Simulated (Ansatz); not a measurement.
Ansatz input

```yaml
crystal:
  lattice:
    - [4.632489587, 0.0, 0.0]
    - [-2.3162447935, 4.0118536651, 0.0]
    - [0.0, 0.0, 5.8869033494]
  atoms:
    - { symbol: Te, position: [0.2535874851, 0.0, 0.3333333333] }
    - { symbol: Te, position: [1.0, 0.2535874851, 0.6666666667] }
    - { symbol: Te, position: [0.7464125149, 0.7464125149, 0.0] }
hamiltonian:
  xc: r2scan
  pseudopotentials:
    kind: paw
    azcp:
      Te: "pseudopotentials/Te.paw.azcp"
basis:
  ecutwfc: 500
  fft_grid_basis: typed
kpoints:
  mp_grid: { grid: [8, 8, 6], shift: [0, 0, 0] }
magnetization:
  spin_polarized: false
scf:
  occupations: { method: gaussian, width: 0.01 }
  lower_state_search: "off"
output:
  stress: true
  write_density: true
  write_potential: true
  elf: true
  volumetric_format: npy
```

Terminal output

```
Engine: ansatz 0.2.0, aarch64-unknown-linux-gnu
Pseudopotentials: kind: paw
Pseudopotential: Te, paw, valence charge 16, recommended cutoff 500 eV (meta_gga) 
Functional definition: r2SCAN
  parameter k0 = 0.174
  parameter k1 = 0.065
  parameter a1 = 4.9479
  exchange = r2scan_x(k0 = k0, k1 = k1, a1 = a1)
  correlation = r2scan_c
Crystal: 3 atoms, lattice volume = 109.407 Å³
Basis set: ecut = 500 eV, 2787 PW (Γ), exchange–correlation on 144×144×180 points (64 copies of the dense FFT grid, shifted against one another)
Bands: 29, of which v1, the nominal top of the filled ones, is band 24 counted from 1 (23 counted from 0)
Symmetry: 6 space group operations
Space group: P3121 (ITA 152), of the structure as read, at distance tolerance 4.8e-5 Å
k-points: 50 of 384 (time reversal used)
Non-local potential: Te, projectors of the file, l = 0: 2, l = 1: 2, l = 2: 2, l = 3: 2
PAW form: soft (Blöchl's): semilocal exchange-correlation on the pseudo side does not see the compensation charge
PAW frozen core: Te, regenerated for the run's functional (the file was generated under x = pbe(κ = 0.804, μ = 0.2195149727645171), c = pbe(β = 0.06672455060314922))
PAW one-centre angular grid: Te, 590 points (default); XC on 160 Gauss nodes
Initial density: superposition of atomic densities (neutral atoms: chi_scale 0, normalization atom), corrected by the library's trained network
Initial wavefunctions: pseudopotential atomic-orbital guess
Functional: x = r2scan, c = r2scan; τ floored in thin density (d = 2e-4 eV/Å³)
SCF iter   1: F=-20984.467383 eV  HF=-20984.457099 eV  |F-HF|=1.03e-2  |Δ(HF+E_count)|=         —  Δρ=3.02e-3  dr2=7.50e-3  dr2_τ=3.41e-3  ethr=1.77e-3  ⟨swp⟩=8.3  Hψ=7323  notcnv=0
SCF iter   2: F=-20984.467958 eV  HF=-20984.467233 eV  |F-HF|=7.25e-4  |Δ(HF+E_count)|=   1.01e-2  Δρ=1.79e-3  dr2=2.30e-3  dr2_τ=3.56e-5  ethr=1.56e-5  ⟨swp⟩=3.3  Hψ=3537  notcnv=0  defer=50
SCF iter   3: F=-20984.468424 eV  HF=-20984.468578 eV  |F-HF|=1.54e-4  |Δ(HF+E_count)|=   1.34e-3  Δρ=5.05e-4  dr2=1.65e-4  dr2_τ=1.81e-5  ethr=4.80e-6  ⟨swp⟩=3.0  Hψ=3175  notcnv=0  defer=50
SCF iter   4: F=-20984.468514 eV  HF=-20984.468511 eV  |F-HF|=3.13e-6  |Δ(HF+E_count)|=   6.71e-5  Δρ=1.88e-4  dr2=2.40e-5  dr2_τ=8.50e-7  ethr=3.43e-7  ⟨swp⟩=2.0  Hψ=2800  notcnv=0  defer=50
SCF iter   5: F=-20984.468527 eV  HF=-20984.468527 eV  |F-HF|=5.03e-8  |Δ(HF+E_count)|=   1.57e-5  Δρ=3.14e-5  dr2=8.53e-7  dr2_τ=3.52e-8  ethr=5.00e-8  ⟨swp⟩=2.0  Hψ=2600  notcnv=0  defer=50
SCF iter   6: F=-20984.468527 eV  HF=-20984.468527 eV  |F-HF|=4.89e-8  |Δ(HF+E_count)|=   4.43e-7  Δρ=8.61e-6  dr2=1.07e-7  dr2_τ=4.48e-9  ethr=2.08e-10  ⟨swp⟩=15.2  Hψ=11655  notcnv=0
SCF iter   7: F=-20984.468527 eV  HF=-20984.468527 eV  |F-HF|=1.15e-9  |Δ(HF+E_count)|=   4.69e-9  Δρ=1.59e-6  dr2=2.66e-9  dr2_τ=5.09e-11  ethr=2.08e-10  ⟨swp⟩=9.7  Hψ=8951  notcnv=0
SCF 1 converged in 7 iterations: F = -20984.468527 eV  dr2 = 2.66e-9
SCF converged after 7 iterations
Free energy (F): -20984.468527 eV
Harris-Foulkes:  -20984.468527 eV  (|F-HF|=1.15e-9)
Internal energy: -20984.468527 eV  (E = F + TS)
E sigma→0 (E₀):  -20984.468527 eV
Fermi energy:    7.918155 eV
--- Per-component energies (eV) ---
  E_band       = -880.878618
  E_kinetic    = 538.300434
  E_local      = -4083.232561  (includes V_loc(G=0)·N_el)
  E_nonlocal   = -931.552123
  E_hartree    = 2540.509852
  E_xc         = -343.924722
  E_vxc        = -332.895316  (∫ρ·V_xc dr)
  E_paw        = -14058.565788  (= ΣΔE_a)
  E_vpaw       = -1173.001101  (= ΣTr[D̂ρ^β])
  E_aug_tail   = -0.000105  (compensation charges beyond the density's cutoff)
  E_vtau       = 20.482776  (kinetic-family band-sum trace: ∫τ·v_τ [+ j·A + Jᵃ·Aᵃ] dr)
  E_ewald      = -4646.858080
  E_core_change = 0.854566  (= ΣΔE_core)
  E_smearing   = -0.000000  (= −TS)
  E_closure    = -0.000000  (closes the sum)
  Σ components = -20984.468527   (vs F -20984.468527, Δ=0.00e0)
--- Stress (GPa, compression-positive) ---
       -0.039644       0.000000       0.000000
        0.000000      -0.039644       0.000000
        0.000000       0.000000       0.066591
  P = ⅓ Tr σ = -0.0042 GPa (-0.042 kbar)
--- Band table (eV; the first three rows and the last of 50) ---
  k-point 0: bands = ["-30.6686", "-30.6686", "-30.6068", "-30.6003", "-30.6003", "-30.5224", "-30.4340", "-30.4283", "-30.4283", "-30.3903", "-30.3903", "-30.3893", "-30.3679", "-30.3315", "-30.3315", "-6.3255", "-2.9103", "-2.9103", "4.3031", "4.5211", "4.5211", "5.8401", "5.8401", "6.8605", "8.7842", "8.7842", "9.2651", "12.9974", "12.9974"]
  k-point 1: bands = ["-30.6835", "-30.6505", "-30.6078", "-30.6061", "-30.5921", "-30.5288", "-30.4340", "-30.4312", "-30.4250", "-30.3918", "-30.3892", "-30.3891", "-30.3646", "-30.3346", "-30.3301", "-6.2201", "-3.8560", "-1.9549", "4.1188", "4.3670", "4.7792", "5.8528", "5.9490", "6.7912", "8.6273", "8.6516", "9.0483", "12.8770", "13.4847"]
  k-point 2: bands = ["-30.6931", "-30.6327", "-30.6116", "-30.6096", "-30.5804", "-30.5447", "-30.4341", "-30.4332", "-30.4222", "-30.3932", "-30.3889", "-30.3886", "-30.3566", "-30.3399", "-30.3297", "-5.9069", "-4.7012", "-1.1630", "3.6826", "4.5352", "4.8464", "6.0208", "6.0961", "6.5897", "8.4036", "8.4222", "8.6501", "12.4959", "13.3851"]
  k-point 49: bands = ["-30.6957", "-30.6177", "-30.6174", "-30.6091", "-30.5635", "-30.5631", "-30.4350", "-30.4346", "-30.4199", "-30.3968", "-30.3873", "-30.3868", "-30.3559", "-30.3553", "-30.3187", "-4.7628", "-4.6588", "-2.4071", "2.3254", "2.8884", "2.9070", "6.4081", "7.0046", "7.5219", "8.3290", "9.3942", "9.5295", "13.3713", "14.2100"]
```

Command:

```sh
ansatz run input.yaml --threads 2 --pin off --max-ram 5120MiB --backend cpu --events-out ev --progress --plain --runs-dir out
```

On 2 threads of Arm Neoverse V2 (shared host) this took about 21 s of wall time and 42 s of CPU time, with 0.6 GiB at the peak.
